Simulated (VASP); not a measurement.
Runs of VASP 6.6.1 on Te2Mo. The structure is hexagonal, space group P6_3/mmc (No. 194). Conventional cell: a = 3.494 Å, b = 3.494 Å, c = 14.008 Å, α = 90.00°, β = 90.00°, γ = 120.00°. Te (site symmetry 3m) has 3 Mo at 2.71 Å as nearest neighbours. Mo (site symmetry -6m2) has 6 Te at 2.71 Å as nearest neighbours. The cell is a database's computed one.

| level | k mesh | cutoff (eV) | smearing | gap on the mesh (eV) | pressure (GPa) | largest force (eV/Å) |
| --- | --- | --- | --- | --- | --- | --- |
| r2SCAN | 9 × 9 × 2 | 520 | gaussian 0.02 eV | (b) | (a) | 0.01 |
| PBEsol | 15 × 15 × 4 | 520 | gaussian 0.02 eV | 0.71 | 0.0 | - |
| PBEsol | 9 × 9 × 2 | 900 | gaussian 0.02 eV | 0.79 | 0.0 | - |
| PBEsol | 9 × 9 × 2 | 520 | gaussian 0.5 eV | 0.79 | 0.0 | 0.02 |
| PBEsol | 9 × 9 × 2 | 700 | gaussian 0.02 eV | 0.79 | 0.0 | - |

Alike in all rows: task single point; potentials or basis VASP PAW PBE potentials, release 64 (Te, Mo_sv); no spin polarisation; cell as given.

**Question.** Estimate the missing entries.

**Answer.** (a) 3.4; (b) 0.92.

Caveats: the PAW data sets were made with another functional, which shifts forces and pressure a little; spin-orbit coupling is left out, which moves the levels of the heavy elements; an odd mesh through Γ misses points on the zone boundary, where band edges often lie; this functional lacks dispersion, which binds the layers, so the pressure and a relaxed spacing across them are unreliable (some runs).

A k mesh can miss the band edges, and the runs leave out spin-orbit coupling on Mo, Te.
